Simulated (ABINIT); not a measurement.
# A GW chain in ABINIT: GaP (F-43m), part 3 of 3

How does a plane-wave GW calculation on GaP (F-43m) run from the first input to the gap?

ABINIT 10.8.3; PBE and many-body steps on it, plane waves. Known limits of the many-body steps: not at the basis limit; no spin-orbit coupling; coarse k mesh.

So far. Step 3 (Bands along the symmetry lines): The gap is 1.592 eV, −0.061 eV from the run before at this level. Step 4 (Empty states on the mesh, 4×4×4 mesh, 84 bands): On this mesh the gap is 1.653 eV.

## 5. Screening, 4×4×4 mesh, 78 bands, screening to 136.1 eV

The RPA dielectric matrix is built and inverted for each q.

This step: RPA screening on PBE, plane waves, norm-conserving pseudopotentials.

run.abi reads:

```
acell 3*1.0 Angstrom
rprim 
  0.000000000000 2.725250000000 2.725250000000
  2.725250000000 0.000000000000 2.725250000000
  2.725250000000 2.725250000000 0.000000000000
ntypat 2
znucl 31 15
natom 2
typat 1 2
xred 
  0.000000000000 0.000000000000 0.000000000000
  0.250000000000 0.250000000000 0.250000000000
pp_dirpath "pseudos"
pseudos "Ga.upf, P.upf"
ecut 45
ngkpt 4 4 4
nshiftk 1
shiftk 0 0 0
kptopt 1
chksymbreak 0
istwfk *1
occopt 1
irdwfk 1
optdriver 3
nband 78
ecuteps 5
inclvkb 2
awtr 1
symchi 1
indata_prefix "in"
outdata_prefix "out"
tmpdata_prefix "tmp"
```

Command:

```sh
$ OMP_NUM_THREADS=1 mpirun -n 8 abinit run.abi > log
```

Numbers of over 12 decimals in the logs are rounded to 6 here.

Output:

```text
.Version 10.8.3 of ABINIT. v10.8.2 released Aug 2026.

 Symmetries : space group F-4 3 m (#216); Bravais cF (face-center cubic)
[... echo of the input left out ...]
== DATASET  1 ==================================================================
-   mpi_nproc: 8, omp_nthreads: 1 (-1 if OMP is not activated)

--- !DatasetInfo
iteration_state: {dtset: 1, }
dimensions: {natom: 2, nkpt: 8, mband: 78, nsppol: 1, nspinor: 1, nspden: 1, mpw: 3972, }
cutoff_energies: {ecut:  45.0, pawecutdg:  -1.0, }
electrons: {nelect:   2.60000000E+01, charge:   0.00000000E+00, occopt:   1.00000000E+00, tsmear:   1.00000000E-02, }

 SCREENING: Calculation of the susceptibility and dielectric matrices

 Based on a program developped by R.W. Godby, V. Olevano, G. Onida, and L. Reining.
 Incorporated in ABINIT by V. Olevano, G.-M. Rignanese, and M. Torrent.
.Using double precision arithmetic ; gwpc =  8

[... cell and pseudopotentials left out ...]
--------------------------------------------------------------------------------

 ==== K-mesh for the wavefunctions ====
 Number of points in the irreducible wedge :     8
[... list of points left out ...]
 Together with 24 symmetry operations and time-reversal symmetry
 yields    64 points in the full Brillouin Zone.

 ==== Q-mesh for the screening function ====
 Number of points in the irreducible wedge :     8
[... list of points left out ...]
 Together with 24 symmetry operations and time-reversal symmetry
 yields    64 points in the full Brillouin Zone.

 setmesh: FFT mesh size selected  =    30x   30x   30
          total number of points  =        27000

 vcoul_init : cutoff-mode = AUXILIARY_FUNCTION
 q-points for optical limit:   1
     1)      0.000010    0.000020    0.000030

- screening: taking advantage of time-reversal symmetry
- Maximum band index for partially occupied states nbvw = 13
- Remaining bands to be divided among processors   nbcw = 65
- Number of bands treated by each node ~8

 Number of electrons calculated from density =   26.0000; Expected =   26.0000
 average of density, n =  0.095176
 r_s =    1.3587
 omega_plasma =   29.7591 [eV]

 calculating chi0 at frequencies [eV] :
  1    0.000000E+00    0.000000E+00
  2    0.000000E+00    2.975908E+01

--------------------------------------------------------------------------------
  q-point number  1        q = ( 0.000000, 0.000000, 0.000000) [r.l.u.]
--------------------------------------------------------------------------------
[... chi0 elements left out ...]
 For q-point:  0.000010 0.000020 0.000030
  dielectric constant =  18.1084
  dielectric constant without local fields =  19.7098

  Average fulfillment of the sum rule on Im[epsilon] for q-point    1 :     38.24  [%]
[... wings left out ...]
  q-point number  2        q = ( 0.250000, 0.000000, 0.000000) [r.l.u.]
--------------------------------------------------------------------------------
[... chi0 elements left out ...]
  Average fulfillment of the sum rule on Im[epsilon] for q-point    2 :     44.72  [%]

 [... 6 further q-points ...]
```

Elapsed: 11 s, on 8 MPI ranks of Intel Xeon Platinum 8488C (Sapphire Rapids), shared host; peak memory 1.4 GiB; 89 s of CPU time.

This step gave:

| Quantity | Value |
| --- | --- |
| ε∞ with local fields, on this mesh, along the program's q direction | 18.11 |
| the same without local fields | 19.71 |
| plasma frequency | 29.76 eV |
| plane waves in the screening matrix | 137 |

Local fields lower ε∞ by 8 %. On a Γ-centred mesh this coarse the value itself is usually too large, while a short band sum pulls it down.

## 6. Self-energy, 4×4×4 mesh, 78 bands, screening to 136.1 eV

The self-energy is evaluated for the states that the input lists, and the levels follow from it, in one-shot runs by the linearised quasiparticle equation.

This step: G0W0 on PBE, plane waves, norm-conserving pseudopotentials.

Edit run.abi of step 5 so:

```diff
@@ -23,8 +23,17 @@
 irdwfk 1
-optdriver 3
+optdriver 4
 nband 78
+gwcalctyp 0
+ecutsigx 45
+symsigma 1
+nkptgw 2
+kptgw 
+  0.0000000000 0.0000000000 0.0000000000
+  0.5000000000 0.5000000000 0.0000000000
+bdgw 
+  11 17
+  12 15
 ecuteps 5
-inclvkb 2
-awtr 1
-symchi 1
+irdscr 1
+ppmodel 1
 indata_prefix "in"
```

Output:

```text
.Version 10.8.3 of ABINIT. v10.8.2 released Aug 2026.

 Symmetries : space group F-4 3 m (#216); Bravais cF (face-center cubic)
[... echo of the input left out ...]
== DATASET  1 ==================================================================
-   mpi_nproc: 8, omp_nthreads: 1 (-1 if OMP is not activated)

--- !DatasetInfo
iteration_state: {dtset: 1, }
dimensions: {natom: 2, nkpt: 8, mband: 78, nsppol: 1, nspinor: 1, nspden: 1, mpw: 3972, }
cutoff_energies: {ecut:  45.0, pawecutdg:  -1.0, }
electrons: {nelect:   2.60000000E+01, charge:   0.00000000E+00, occopt:   1.00000000E+00, tsmear:   1.00000000E-02, }

 SIGMA: Calculation of the GW corrections

 Based on a program developped by R.W. Godby, V. Olevano, G. Onida, and L. Reining.
 Incorporated in ABINIT by V. Olevano, G.-M. Rignanese, and M. Torrent.
.Using double precision arithmetic ; gwpc =  8

[... cell and pseudopotentials left out ...]
--------------------------------------------------------------------------------

 ==== K-mesh for the wavefunctions ====
 Number of points in the irreducible wedge :     8
[... list of points left out ...]
 Together with 24 symmetry operations and time-reversal symmetry
 yields    64 points in the full Brillouin Zone.

 ==== Q-mesh for screening function ====
 Number of points in the irreducible wedge :     8
[... list of points left out ...]
 Together with 24 symmetry operations and time-reversal symmetry
 yields    64 points in the full Brillouin Zone.

 vcoul_init : cutoff-mode = AUXILIARY_FUNCTION
 q-points for optical limit:   1
     1)      0.000010    0.000020    0.000030
 setmesh: FFT mesh size selected  =    45x   45x   45
          total number of points  =        91125

 Number of electrons calculated from density =   26.0000; Expected =   26.0000
 average of density, n =  0.095176
 r_s =    1.3587
 omega_plasma =   29.7591 [eV]

 === KS Band Gaps ===
  >>>> For spin  1
   Minimum direct gap =   1.8094 [eV], located at k-point      :   0.0000  0.0000  0.0000
   Fundamental gap    =   1.6525 [eV], Top of valence bands at :   0.0000  0.0000  0.0000
                                       Bottom of conduction at :   0.5000  0.5000  0.0000
 SIGMA fundamental parameters:
 PLASMON POLE MODEL  1
 number of plane-waves for SigmaX                 3839
 number of plane-waves for SigmaC and W            137
 number of plane-waves for wavefunctions          3839
 number of bands                                    78
 number of independent spin polarizations            1
 number of spinorial components                      1
 number of k-points in IBZ                           8
 number of q-points in IBZ                           8
 number of symmetry operations                      24
 number of k-points in BZ                           64
 number of q-points in BZ                           64
 number of frequencies for dSigma/dE                 9
 frequency step for dSigma/dE [eV]                0.25
 number of omega for Sigma on real axis              0
 max omega for Sigma on real axis  [eV]           0.00
 zcut for avoiding poles [eV]                     0.10

 EPSILON^-1 parameters (SCR file):
 dimension of the eps^-1 matrix on file            137
 dimension of the eps^-1 matrix used               137
 number of plane-waves for wavefunctions          3839
 number of bands                                    78
 number of q-points in IBZ                           8
 number of frequencies                               2
 number of real frequencies                          1
 number of imag frequencies                          1

 matrix elements of self-energy operator (all in [eV])

 Perturbative Calculation

--- !SelfEnergy_ee
iteration_state: {dtset: 1, }
kpoint     : [   0.000,    0.000,    0.000, ]
spin       : 1
KS_gap     :    1.809
QP_gap     :    2.680
Delta_QP_KS:    0.871
data: !SigmaeeData |
     Band     E0 <VxcDFT>   SigX SigC(E0)      Z dSigC/dE  Sig(E)    E-E0       E
       11   5.227 -13.290 -15.271   1.339   0.784  -0.276 -13.793  -0.503   4.724
       12   5.227 -13.290 -15.271   1.339   0.784  -0.276 -13.793  -0.503   4.724
       13   5.227 -13.290 -15.271   1.339   0.784  -0.276 -13.793  -0.503   4.724
       14   7.037 -12.704  -8.093  -4.146   0.791  -0.264 -12.337   0.368   7.404
       15   9.112 -11.361  -6.717  -4.187   0.794  -0.259 -10.998   0.363   9.475
       16   9.112 -11.361  -6.717  -4.187   0.794  -0.259 -10.998   0.363   9.475
       17   9.112 -11.361  -6.717  -4.187   0.794  -0.259 -10.998   0.363   9.475

--- !SelfEnergy_ee
iteration_state: {dtset: 1, }
kpoint     : [   0.500,    0.500,    0.000, ]
spin       : 1
KS_gap     :    4.338
QP_gap     :    4.991
Delta_QP_KS:    0.654
data: !SigmaeeData |
     Band     E0 <VxcDFT>   SigX SigC(E0)      Z dSigC/dE  Sig(E)    E-E0       E
       12   2.542 -11.795 -14.741   2.127   0.775  -0.290 -12.430  -0.635   1.907
       13   2.542 -11.795 -14.741   2.127   0.775  -0.290 -12.430  -0.635   1.907
       14   6.880  -9.776  -5.923  -3.830   0.808  -0.237  -9.758   0.018   6.898
       15   7.048 -10.956  -6.909  -3.838   0.802  -0.247 -10.788   0.167   7.215

== END DATASET(S) ==============================================================
================================================================================

 -outvars: echo values of variables after computation  --------
           etotal      0.0000000000E+00
            nband          78
             nkpt           8
          spgroup         216
 [... the other variables as echoed above ...]

 Calculation completed.
```

Elapsed: 4 s, on 8 MPI ranks; peak memory 1.2 GiB.

This step gave:

| Item | Value |
| --- | --- |
| G0W0 gap on the points computed | 2.174 eV |
| starting gap on the mesh | 1.653 eV |
| k of the valence top | 0, 0, 0 |
| k of the conduction bottom | 0.5, 0.5, 0 |
| Z at the valence top | 0.784 |
| Z at the conduction bottom | 0.808 |
| least direct G0W0 gap on the computed points | 2.680 eV |

The gap on the mesh goes from 1.65 eV to 2.17 eV, a correction of +0.52 eV.

Limits: finite bands, cutoff and mesh; no spin-orbit coupling; coarse k mesh. v1 is the top filled band, c1 the lowest empty one. The levels before and after the correction (eV, zero at the valence-band top of each column):

|  | conduction bottom | valence top |
| --- | --- | --- |
| Kohn-Sham | 1.65 | 0.00 |
| G0W0 | 2.17 | 0.00 |

|  | level | energy (eV) |
| --- | --- | --- |
| Kohn-Sham | Γ v3-v1 | 0.000 |
| Kohn-Sham | Γ c1 | 1.809 |
| Kohn-Sham | Γ c2-c4 | 3.885 |
| Kohn-Sham | (0.5 0.5 0) v2-v1 | -2.685 |
| Kohn-Sham | (0.5 0.5 0) c1 | 1.653 |
| Kohn-Sham | (0.5 0.5 0) c2 | 1.820 |
| G0W0 | Γ v3-v1 | 0.000 |
| G0W0 | Γ c1 | 2.680 |
| G0W0 | Γ c2-c4 | 4.751 |
| G0W0 | (0.5 0.5 0) v2-v1 | -2.817 |
| G0W0 | (0.5 0.5 0) c1 | 2.174 |
| G0W0 | (0.5 0.5 0) c2 | 2.491 |

## 7. Where the time went

Times are wall times on 8 MPI ranks of Intel Xeon Platinum 8488C (Sapphire Rapids), shared host, good to a factor of about two.

| step | time | share | memory (GiB) |
| --- | --- | --- | --- |
| ground state | 7.7 s | 17 % | 0.68 |
| bands along the symmetry lines | 11 s | 25 % | 0.62 |
| empty states on the mesh | 11 s | 24 % | 0.62 |
| screening | 11 s | 25 % | 1.4 |
| self-energy | 4 s | 9 % | 1.2 |

## 8. Outcome

| Item | Value |
| --- | --- |
| PBE gap | 1.59 eV, indirect |
| G0W0 gap on the mesh | 2.17 eV |
| G0W0 gap over the zone (rigid shift) | 2.11 eV |
| GW settings | 4×4×4 mesh, 78 bands, screening to 136.1 eV, Godby-Needs plasmon pole |
| known limits | not at the basis limit; no spin-orbit coupling; coarse k mesh |

**Reading.** G0W0 moves the gap on the mesh from 1.65 eV to 2.17 eV (+0.52 eV), with Z of 0.78 and 0.81 at the edges. The mesh misses the band edges by 0.06 eV in all; a rigid shift gives 2.11 eV for the zone. Local fields lower the RPA ε∞ on this mesh from 19.71 to 18.11; a Γ-centred mesh this coarse tends to raise both, most where the direct gap is narrow, while a short band sum lowers them. Only 2 of the mesh's irreducible points were corrected, so a valley elsewhere could overtake. Against experiment, by G0W0@PBE: the gap of 2.11 eV lies −0.14 eV from the measured 2.25 ± 0.04 eV (indirect, 300 K, on Si, 2020). The calculation has static nuclei and no excitons; a measured gap holds zero-point and thermal motion, which mostly lowers it. Bands and cutoff are finite, so the gap is not at the basis limit. The miss can reach some tenths of an eV and take either sign; the mesh is an error of its own. In the G0W0 run levels were corrected at 2 k points alone, so a gap called «on the mesh» is the least over those, and an edge elsewhere would be missed. A denser mesh or path gives a starting gap of 1.59 eV: the GW mesh misses a band edge, so its gaps are not the fundamental one. The 4×4×4 mesh is coarse for this cell, which bears on the long-range parts of exchange and screening. The many-body steps are scalar-relativistic: spin-orbit coupling is not in them.

[Paths, hosts, dates, memory and timing lines, banners, echoed tables and standing remarks are left out of the program output.]

[Logs are printed without paths, hosts, clocks, repeated set-up lines and the standing remarks that a program may print on its own settings, such as how far it seeks lower states.]

[Runs of the session that timed out or met a known fault of the program may be left out.]

[Hosts, paths, dates, database ids (printed as entryN), source tags and the programs' standing remarks are cut or masked in the printed files.]

[G0W0 gaps are taken among the corrected bands and points alone; a level outside them can change the order at an edge.]

[Where Ansatz stands beside ABINIT at settings called matched, ABINIT's density can come from a denser mesh and the files from another edition; pairs whose starting gaps differed by over 0.03 eV were left out, so agreement reads better than it is.]
